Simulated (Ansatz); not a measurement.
Moving the dispersion correction in MnO2

The cell as given:

The structure is trigonal, space group R-3m (No. 166). The conventional cell has a = 2.857 Å, b = 2.857 Å, c = 13.752 Å, α = 90.00°, β = 90.00°, γ = 120.00°. Around Mn (site symmetry -3m) lie 6 O at 1.90 Å. O (site symmetry 3m) has 3 Mn at 1.90 Å as nearest neighbours.

Measurements of this composition are mostly on another form, of space group No. 136.

Kept alike: task relaxation of cell and atoms; functional PBEsol; k mesh 11 × 11 × 11; occupations fermi-dirac, width 0.05 eV; collinear spin, ferromagnetic start. Program: Ansatz, Ansatz PAW, cutoff 420 eV. The mesh is that of the run's cell of 3 atoms. No spin-orbit coupling.

| dispersion correction | volume (Å³/atom) |
| --- | --- |
| D3(BJ) | 10.370 |
| D3(BJ)-ATM | 10.451 |
| D4 | 10.439 |
| none | 11.515 |

The relaxations keep at least the cell's symmetry (R-3m). Relaxations stop with a little pressure left, so the last digits of a volume or edge aren't settled. Ansatz's relaxations hold a Pulay term in the stress (up to 0.9 GPa here). The runs hold the magnetic state that their start led to, which needn't be the lowest. All rows use potentials made for PBE.

Question: What does the dispersion correction change here?

Answer: The volume runs from 10.370 (D3(BJ)) to 11.515 Å³/atom (none). Against no correction: D3(BJ) -9.9 %; D3(BJ)-ATM -9.2 %; D4 -9.3 %. Dispersion terms mostly attract and so lower the volume; the schemes' coefficients and damping set how far.
